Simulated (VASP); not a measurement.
Here is a VASP 6.6.1 calculation.

The input INCAR:

```
SYSTEM = TiSi2
PREC = Accurate
ENCUT = 520
EDIFF = 1E-6
ISMEAR = 0
SIGMA = 0.1
LREAL = .False.
LASPH = .True.
NELM = 100
ALGO = Fast
ISIF = 2
LWAVE = .False.
LCHARG = .False.
GGA = PE
NBANDS = 29
```

File KPOINTS:

```
Automatic mesh
0
Gamma
  6 6 6
  0 0 0
```

File POSCAR:

```
TiSi2
1.0
    1.7651050100     -6.7592816400      0.0000000000
    1.7651050100      6.7592816400      0.0000000000
    0.0000000000      0.0000000000      3.5651738600
Ti Si
2 4
Direct
    0.8968819400      0.1031180800      0.7500000000
    0.1031180800      0.8968819400      0.2500000000
    0.5582514400      0.4417485600      0.7500000000
    0.4417485600      0.5582514400      0.2500000000
    0.2496851800      0.7503148300      0.7500000000
    0.7503148300      0.2496851800      0.2500000000
```

Potentials or basis: VASP PAW PBE potentials, release 64 (Ti_sv, Si).

Command:

```sh
$ cat potpaw_PBE.64/Ti_sv/POTCAR potpaw_PBE.64/Si/POTCAR > POTCAR
$ mpirun -np 1 vasp_std > vasp.out
```

Question: Estimate the pressure.

Answer: 1.9 GPa.

Question: Predict the band gap on the k mesh.

Answer: None (metal or under the smearing width).

Forces in eV/Å, atoms in the order of the input:
```
Ti   0.000 -0.034  0.000
Ti   0.000  0.034  0.000
Si   0.000 -0.208  0.000
Si   0.000  0.208  0.000
Si   0.000  0.040  0.000
Si   0.000 -0.040  0.000
```
